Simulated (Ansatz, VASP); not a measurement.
## Two plane-wave programs on Rh

```
CELL_PARAMETERS angstrom
-1.53523 1.53523 1.53523
1.53523 -1.53523 1.53523
1.53523 1.53523 -1.53523
ATOMIC_POSITIONS crystal
Rh 0.00000 0.00000 0.00000
```

Alike in both runs: task single point; functional PBEsol; k mesh 16 × 16 × 16; occupations fermi-dirac, width 0.1 eV; no spin polarisation.

|  | VASP | Ansatz |
| --- | --- | --- |
| version | VASP 6.6.1 | Ansatz 0.2.0 |
| potentials or method | VASP PAW PBE potentials, release 64 (Rh_pv) | plane waves (420 eV) with PAW, scalar-relativistic |
| plane-wave cutoff (eV) | 520 | 420 |
| valence electrons in the cell | 15 | 17 |

|  | VASP | Ansatz | Ansatz less VASP |
| --- | --- | --- | --- |
| pressure (GPa) | -9.5 | -9.5 | +0.05 |

With one functional, cell and mesh, what is left measures potentials, basis and numerics. The two sets of potentials don't hold the same shells in valence. Ansatz warned: «pseudo_functional_mismatch».

Caveats: the PAW data sets were made with another functional, which shifts forces and pressure a little (VASP).
